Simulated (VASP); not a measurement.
Here is a VASP 6.6.1 calculation.

INCAR

```
  PREC = Accurate
  ENCUT = 520
  EDIFF = 1E-6
  ISMEAR = -1
  SIGMA = 0.1
  LREAL = F
  LASPH = T
  NELM = 60
  ALGO = Normal
  ISIF = 2
  LWAVE = F
  LCHARG = F
  GGA = RE
  NBANDS = 28
```

File KPOINTS:

```
Automatic mesh
0
Gamma
  16 16 5
```

File POSCAR:

```
Ni
1.0
    2.5660709299      0.0000000000      0.0000000000
   -1.2830354650      2.2222826132      0.0000000000
    0.0000000000      0.0000000000      8.4075126717
Ni
4
Direct
    0.0000000000      0.0000000000      0.0000000000
    0.0000000000      0.0000000000      0.5000000000
    0.3333333333      0.6666666667      0.2500000000
    0.6666666667      0.3333333333      0.7500000000
```

Potentials or basis: VASP PAW PBE potentials, release 64 (Ni).

The run is started by

```sh
$ cat potpaw_PBE.64/Ni/POTCAR > POTCAR
$ mpirun -np 1 vasp_std > vasp.out
```

Predict the band gap on the k mesh.

none (metal or under the smearing width).

Estimate the pressure.

-11.4 GPa.

Stress tensor (GPa, compression positive):
```
-11.38   0.00   0.00
  0.00 -11.38   0.00
  0.00   0.00 -11.46
```

Caveat: the PAW data sets were made with another functional, which shifts forces and pressure a little; the run has no spin polarisation, though such a crystal can be magnetic. Spin polarisation is off, so any magnetic state and its effect on volume and gap are missing.
